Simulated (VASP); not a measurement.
# VASP 6.6.1 run: GaN

INCAR

```
LWAVE = .FALSE.
NSW = 0
SIGMA = 0.02
PREC = Accurate
NBANDS = 16
ISMEAR = -1
LREAL = .FALSE.
LCHARG = .FALSE.
EDIFF = 1E-7
LASPH = .TRUE.
NELECT = 18.02
IBRION = -1
GGA = RP
NELM = 59
ISIF = 2
ENCUT = 600
```

KPOINTS

```
KPOINTS created by Atomic Simulation Environment
0
Gamma
10 10 10
0 0 0
```

POSCAR

```
Ga N
 1.0000000000000000
     0.0000000000000000    2.3571272452000001    2.1247222484999999
     2.3571272452000001    0.0000000000000000    2.1247222484999999
     2.3571272452000001    2.3571272452000001    0.0000000000000000
 Ga  N
   1   1
Cartesian
  0.0000000000000000  0.0000000000000000  0.0000000000000000
  3.5356908678000001  3.5356908678000001  3.1870833727500005
```

The recommended PBE PAW datasets give the neutral cell 18 valence electrons.

Command

```
mpirun -np 1 vasp_std
```

Problem. How does this run end, and what does it give?

Solution. It converged. Results: pressure 4.6 GPa.

OSZICAR

```
N       E                     dE             d eps       ncg     rms          rms(c)
DAV:   1     0.866647111776E+02    0.86665E+02   -0.10030E+04  3656   0.215E+03
DAV:   2    -0.670854597928E+01   -0.93373E+02   -0.86786E+02  3728   0.344E+02
DAV:   3    -0.130009427466E+02   -0.62924E+01   -0.62665E+01  3912   0.757E+01
DAV:   4    -0.130745944957E+02   -0.73652E-01   -0.73642E-01  4128   0.891E+00
DAV:   5    -0.130755348123E+02   -0.94032E-03   -0.94031E-03  3976   0.906E-01    0.764E+00
DAV:   6    -0.111160407027E+02    0.19595E+01   -0.49138E+00  4976   0.386E+01    0.272E+00
DAV:   7    -0.111296281663E+02   -0.13587E-01   -0.31819E-01  3664   0.663E+00    0.176E+00
DAV:   8    -0.111324490738E+02   -0.28209E-02   -0.59263E-02  3640   0.342E+00    0.762E-01
DAV:   9    -0.111284377562E+02    0.40113E-02   -0.14192E-02  4736   0.277E+00    0.206E-01
DAV:  10    -0.111290155904E+02   -0.57783E-03   -0.19471E-03  3664   0.641E-01    0.115E-01
DAV:  11    -0.111289046000E+02    0.11099E-03   -0.35219E-04  4648   0.300E-01    0.109E-02
DAV:  12    -0.111289174891E+02   -0.12889E-04   -0.48758E-05  3696   0.741E-02    0.137E-02
DAV:  13    -0.111289170446E+02    0.44446E-06   -0.19286E-06  4176   0.217E-02    0.382E-03
DAV:  14    -0.111289169244E+02    0.12025E-06   -0.13947E-07  3096   0.454E-03    0.537E-04
DAV:  15    -0.111289169107E+02    0.13633E-07   -0.28659E-08  2200   0.177E-03
   1 F= -.11128917E+02 E0= -.11128872E+02  d E =-.906708E-04
```

The cell is charged and sits in a uniform background.

For comparison, a separate PBE run of the intended cell, on usual settings and not on those above, gives a gap of 1.23 eV on its mesh and a pressure of -1.2 GPa.
